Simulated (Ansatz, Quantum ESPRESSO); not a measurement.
This is a calculation of Tc for Ansatz 0.2.0. Atoms were shifted at random by some hundredths of an Å from the given cell, which wasn't relaxed again for these runs. 

File input.yaml:

```yaml
crystal:
  lattice:
    - [2.7393552909, 0.0, 0.0]
    - [-1.3696776454, 2.3723512719, 0.0]
    - [0.0, 0.0, 8.76968444]
  atoms:
    - { symbol: Tc, position: [0.650333, 0.326686, 0.753402] }
    - { symbol: Tc, position: [0.006717, -0.001187, 0.502954] }
    - { symbol: Tc, position: [0.34329, 0.676643, 0.243312] }
    - { symbol: Tc, position: [0.003102, 0.001642, -0.001552] }
hamiltonian:
  xc: pbesol
  pseudopotentials: { kind: paw }
kpoints:
  mp_grid: { grid: [11, 11, 3] }
scf:
  occupations: { method: fermi_dirac, width: 0.05 }
output:
  forces: true
  stress: true
  eigenvalues: true
  write_density: true
  write_potential: true
  elf: true
  volumetric_format: npy
```

Potentials or basis: Ansatz PAW earlier set.

The run is started by

```bash
$ ansatz run input.yaml --threads 2 --pin off --max-ram 5632MiB --backend cpu --events-out ev --progress --plain --runs-dir out
```

Task: What does the same run look like in Quantum ESPRESSO 7.5? Potentials or basis there: GBRV 1.5 PBEsol, cutoff 612 eV.

Result: As run (cutoffs and basis follow the program's own potentials, and thresholds, step limits or extra output files can differ):

Contents of pw.in:

```
&CONTROL
  calculation = 'scf'
  prefix = 'pwscf'
  outdir = './tmp'
  pseudo_dir = './pseudo'
  tprnfor = .true.
  tstress = .true.
  disk_io = 'nowf'
/
&SYSTEM
  ibrav = 0
  nat = 4
  ntyp = 1
  ecutwfc = 45
  ecutrho = 360
  nbnd = 40
  occupations = 'smearing'
  smearing = 'fd'
  degauss = 0.00367493
/
&ELECTRONS
  conv_thr = 8d-10
  electron_maxstep = 120
  mixing_beta = 0.5
/
ATOMIC_SPECIES
Tc    97.9072 tc_pbesol_v1.uspp.F.UPF
CELL_PARAMETERS angstrom
   2.7393552909    0.0000000000    0.0000000000
  -1.3696776454    2.3723512719    0.0000000000
   0.0000000000    0.0000000000    8.7696844400
ATOMIC_POSITIONS crystal
Tc     0.6503330000    0.3266860000    0.7534020000
Tc     0.0067170000   -0.0011870000    0.5029540000
Tc     0.3432900000    0.6766430000    0.2433120000
Tc     0.0031020000    0.0016420000   -0.0015520000
K_POINTS automatic
11 11 3 0 0 0
```

Potentials or basis: GBRV 1.5 PBEsol.

Run with:

```console
$ OMP_NUM_THREADS=1 mpirun -n 2 pw.x -nk 2 -in pw.in > pw.out
```

Both were run:

|  | Ansatz | Quantum ESPRESSO |
| --- | --- | --- |
| Pressure | -4.8 GPa | -5.3 GPa |
| Largest force | 0.770 eV/Å | 0.770 eV/Å |
| Energy over the undisturbed cell | 11.0 meV/atom | 11.0 meV/atom |

Ansatz's pressure holds a Pulay term of +0.02 GPa for its cutoff of 500 eV, which the other run lacks.

Ansatz's potentials were made for PBE.

Where Ansatz's input types no cutoff or centring, it takes its own default and a Γ-centred mesh.

Pressure is positive in compression.
